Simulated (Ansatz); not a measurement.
Crystal: Al2O3.

```
Al O
1.0
     3.01748    0.00000    0.00000
    -1.50874    2.61322    0.00000
     0.00000    0.00000    7.57464
Al O
2 3
Direct
  0.00000 0.00000 0.72205
  0.00000 0.00000 0.27795
  0.00000 0.00000 0.50000
  0.66667 0.33333 0.80055
  0.33333 0.66667 0.19945
```

Measurements of this composition are mostly on another form, of space group No. 167.

Base run:

| Item | Value |
| --- | --- |
| Program | Ansatz 0.2.0 |
| Functional | LDA |
| Potentials or basis | Ansatz PAW |
| Cutoff | 420 eV |
| Density cutoff | 1680 eV |
| k mesh | 12 × 12 × 4 |
| Occupations | fixed |
| Spin | no spin polarisation |

Its results: band gap on the k mesh 2.20 eV, direct; pressure -8.3 GPa; largest force 0.459 eV/Å.

Problem. The run is repeated on the same cell with these changes: functional from LDA to PBEsol; level from lda to pbesol. What comes out?

Solution. Band gap on the k mesh 2.20 eV, direct; pressure -3.7 GPa; largest force 0.185 eV/Å.

Caveats: the PAW data sets come from PBE, with cores solved anew for the run's functional, which leaves a small shift of forces and pressure.

Not every run made on this cell is shown here.
